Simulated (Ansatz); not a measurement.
# Ge: the cost of one run

Method: DFT PBE, scalar-relativistic, plane waves, PAW, in Ansatz 0.2.0.

**1. The structure to begin with**

Symmetry: P-4n2, No. 118, tetragonal system. The conventional cell has a = 5.120 Å, b = 5.120 Å, c = 5.105 Å, α = 90.00°, β = 90.00°, γ = 90.00°. Ge (site symmetry 2) has 3 Ge at 2.24 to 2.32 Å as nearest neighbours. Around Ge (site symmetry -4) lie 4 Ge at 2.32 Å.

Coordinates:

```cif
data_structure
_symmetry_space_group_name_H-M 'P-4n2'
_symmetry_Int_Tables_number 118
_cell_length_a 5.1196
_cell_length_b 5.1196
_cell_length_c 5.1045
_cell_angle_alpha 90.000
_cell_angle_beta 90.000
_cell_angle_gamma 90.000
_cell_volume 133.79
loop_
_atom_site_label
_atom_site_type_symbol
_atom_site_symmetry_multiplicity
_atom_site_Wyckoff_symbol
_atom_site_fract_x
_atom_site_fract_y
_atom_site_fract_z
_atom_site_occupancy
Ge1 Ge 4 f 0.15489 0.34511 0.25000 1
Ge2 Ge 2 b 0.50000 0.50000 0.00000 1
```

Recipe of the guess: 3-, 4-connected net of one element (P-4n2, No. 118). The dimensions are guesses.

**2. A first look at the guess**

Input file input.yaml:

```yaml
crystal:
  lattice:
    - [5.11964464, 0.0, 0.0]
    - [0.0, 5.11964464, 0.0]
    - [0.0, 0.0, 5.10452453]
  atoms:
    - { symbol: Ge, position: [0.15488861, 0.34511139, 0.25] }
    - { symbol: Ge, position: [0.84511139, 0.65488861, 0.25] }
    - { symbol: Ge, position: [0.34511139, 0.84511139, 0.75] }
    - { symbol: Ge, position: [0.65488861, 0.15488861, 0.75] }
    - { symbol: Ge, position: [0.5, 0.5, 0.0] }
    - { symbol: Ge, position: [0.0, 0.0, 0.5] }
basis:
  ecutwfc: 420
kpoints:
  mp_grid: { grid: [4, 4, 4] }
hamiltonian:
  xc: pbe
scf:
  occupations: { method: gaussian, width: 0.1 }
  lower_state_search: "off"
output:
  forces: true
  stress: true
  eigenvalues: true
```

The run is started by

```console
$ ansatz run input.yaml --threads 1 --pin off --max-ram 2560MiB --backend cpu --events-out ev --progress --plain --runs-dir out
```

What time and memory should one allow on 1 thread of Arm Neoverse V1, shared host?

About 11 s, with a peak of 0.35 GiB.
